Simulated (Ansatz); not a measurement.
Molecular dynamics of AgCl

input.yaml

```yaml
accuracy: low
crystal:
  lattice:
    - [5.314661, 0.0, 0.0]
    - [-2.277357, 6.155354, 0.0]
    - [0.0, 0.0, 16.328576]
  atoms:
    - { symbol: Ag, position: [0.8588795, 0.93547731, 0.1049478] }
    - { symbol: Ag, position: [0.6743638, 0.30779581, 0.0789894] }
    - { symbol: Cl, position: [0.1969092, 0.36919721, 0.0612423] }
    - { symbol: Cl, position: [0.3363341, 0.87407591, 0.1226949] }
    - { symbol: Ag, position: [0.31653026, 0.28221128, 0.2172089] }
    - { symbol: Ag, position: [0.24830358, 0.89045078, 0.27499636] }
    - { symbol: Cl, position: [0.81005798, 0.58205622, 0.19212789] }
    - { symbol: Cl, position: [0.86070266, 0.06159448, 0.29372621] }
    - { symbol: Ag, position: [0.85227244, 0.35171035, 0.39751868] }
    - { symbol: Ag, position: [0.58510284, 0.67301962, 0.3416799] }
    - { symbol: Cl, position: [0.15159748, 0.73969871, 0.41634137] }
    - { symbol: Cl, position: [0.38560986, 0.34477591, 0.40207923] }
basis:
  ecutwfc: 420.0
kpoints:
  mp_grid: { grid: [2, 2, 1] }
hamiltonian:
  xc: lda
scf:
  occupations: { method: fermi_dirac, width: 0.05 }
  lower_state_search: "off"
md:
  timestep: 3.0
  n_steps: 300
  ensemble: nvt_langevin
  temperature: 1800.0
  initial_velocities: maxwell_boltzmann
  seed: 19518
  friction: 0.005
  constraints: [{ sites: [0, 1, 2, 3] }]
```

Launched with:

```bash
$ ansatz run input.yaml --threads 2 --pin off --max-ram 5120MiB --backend cpu --events-out ev --progress --plain --runs-dir out
```

It goes on from the last frame of an earlier run, with new velocities.

Output, in part (step lines):

```
md step     0: t =     0.00 fs  T =  1800.0 K  F+E_penalty+E_count = -51014.93111357 eV  E_kin = 1.861344 eV  (10 SCF iters)
md step     1: t =     3.00 fs  T =  1821.3 K  F+E_penalty+E_count = -51014.93399484 eV  E_kin = 1.883393 eV  (7 SCF iters)
md step     2: t =     6.00 fs  T =  1943.2 K  F+E_penalty+E_count = -51014.92203869 eV  E_kin = 2.009474 eV  (7 SCF iters)
md step     3: t =     9.00 fs  T =  1996.8 K  F+E_penalty+E_count = -51014.89582152 eV  E_kin = 2.064891 eV  (7 SCF iters)
md step     4: t =    12.00 fs  T =  1951.0 K  F+E_penalty+E_count = -51014.86556464 eV  E_kin = 2.017445 eV  (7 SCF iters)
md step     5: t =    15.00 fs  T =  1672.2 K  F+E_penalty+E_count = -51014.83612372 eV  E_kin = 1.729168 eV  (5 SCF iters)
md step     6: t =    18.00 fs  T =  1509.6 K  F+E_penalty+E_count = -51014.81579831 eV  E_kin = 1.561030 eV  (6 SCF iters)
md step     7: t =    21.00 fs  T =  1738.9 K  F+E_penalty+E_count = -51014.80085182 eV  E_kin = 1.798160 eV  (5 SCF iters)
[... lines left out ...]
md step   299: t =   897.00 fs  T =  2179.4 K  F+E_penalty+E_count = -51013.14952399 eV  E_kin = 2.253651 eV  (5 SCF iters)
md step   300: t =   900.00 fs  T =  2030.6 K  F+E_penalty+E_count = -51013.11040284 eV  E_kin = 2.099843 eV  (7 SCF iters)
```

The steps, from the saved trajectory:

| time (fs) | T (K) | potential energy less start (eV) |
| --- | --- | --- |
| 0.0 | 1800 | 0.000 |
| 30.0 | 1479 | 0.196 |
| 60.0 | 1065 | 0.481 |
| 90.0 | 675 | 0.719 |
| 120.0 | 915 | 0.306 |
| 150.0 | 1469 | 0.136 |
| 180.0 | 1340 | 0.291 |
| 210.0 | 1441 | 0.266 |
| 240.0 | 1508 | 0.272 |
| 270.0 | 1694 | 0.314 |
| 300.0 | 1257 | 0.621 |
| 330.0 | 1619 | 0.331 |
| 360.0 | 1723 | 0.590 |
| 390.0 | 1309 | 0.968 |
| 420.0 | 1291 | 1.167 |
| 450.0 | 2062 | 0.651 |
| 480.0 | 1228 | 1.437 |
| 510.0 | 1549 | 0.884 |
| 540.0 | 1113 | 1.028 |
| 570.0 | 918 | 1.234 |
| 600.0 | 1422 | 0.982 |
| 630.0 | 1479 | 1.046 |
| 660.0 | 876 | 1.438 |
| 690.0 | 1511 | 1.266 |
| 720.0 | 2482 | 1.103 |
| 750.0 | 2410 | 1.648 |
| 780.0 | 2835 | 1.408 |
| 810.0 | 1988 | 1.643 |
| 840.0 | 1881 | 1.829 |
| 870.0 | 2106 | 2.037 |
| 900.0 | 2031 | 1.821 |

All steps were run. A run of 0.9 ps of so small a system gives no equilibrium averages. Limits of this set-up: coarse k mesh, thin slab, slab without dipole correction, low accuracy level.

Mean squared displacements from the first frame to the last: Ag 4.49 Å², Cl 0.87 Å².

Last frame:

```xyz
12
Lattice="5.3147 0.0000 0.0000 -2.2774 6.1554 0.0000 0.0000 0.0000 16.3286" Properties=species:S:1:pos:R:3
Ag 2.434 5.758 1.714
Ag 2.883 1.895 1.290
Cl 0.206 2.272 1.000
Cl -0.203 5.380 2.003
Ag -0.139 3.570 3.575
Ag -0.653 7.761 4.096
Cl 2.762 3.729 2.974
Cl 4.063 0.727 4.165
Ag 2.634 3.955 6.012
Ag 2.332 7.068 7.340
Cl -0.843 5.780 7.541
Cl 0.013 2.981 6.222
```

Time of the run: 13 min on 2 threads of Intel(R) Xeon(R) Platinum 8488C (Sapphire Rapids) (shared host), peak memory 0.99 GiB.
